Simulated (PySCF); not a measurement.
urea: ΔSCF against reference XPS values

What was measured (core binding energies): C 1s of C2 294.84 eV [1]; N 1s of N1/N3 406.09 eV [1]; O 1s of O4 537.19 eV [1]. Sources and the comparison follow the method.

Compound: urea, CH₄N₂O.
Structure used (PBE0-D3(BJ)/def2-TZVP), in Å, numbered top down from 1:
```
atom  x, y, z in Å
N1     1.119    0.307    0.241
C2    -0.200    0.442   -0.130
N3    -0.908   -0.739   -0.134
O4    -0.695    1.507   -0.426
H5     1.571    1.182    0.442
H6     1.370   -0.456    0.848
H7    -0.408   -1.597   -0.294
H8    -1.798   -0.669   -0.598
```

The calculation used delta-SCF UKS SCAN, pcX-3 on the ionised atom, pcseg-2 elsewhere, spin-free X2C (PySCF 2.14.0). Each binding energy is the total energy of the core-ionised species, with the hole localised on one atom, minus that of the ground state; both are solved self-consistently, so orbital relaxation is included.

```csv
atom,environment,level,this calculation (eV),reference (eV),difference (eV),source
C2,urea-type carbonyl carbon,C 1s,294.68,294.84,-0.16,[1]
N1/N3,nitrogen bound to a carbonyl carbon,N 1s,406.03,406.09,-0.06,[1]
O4,carbonyl oxygen,O 1s,536.91,537.19,-0.28,[1]
```

[1] measured, gas; CORE65 (Golze, Keller, Rinke, J. Phys. Chem. Lett. 2020, 11, 1840), as tabulated in Jana, Herbert, J. Chem. Phys. 2023, 158, 094111, SI

Task: How far is it from the measured entries?

Result: Over the 3 different measured values (3 distinct lines) the mean signed difference is -0.17 eV, the mean unsigned one 0.17 eV and the largest 0.28 eV. The calculation is vertical and has no vibrational structure, and measured positions depend on the energy calibration.

The first atom of each set that the bonding makes equivalent was ionised and stands for the set. Geometry: PBE0-D3(BJ)/def2-TZVP; no solvent, vibrations or thermal averaging.
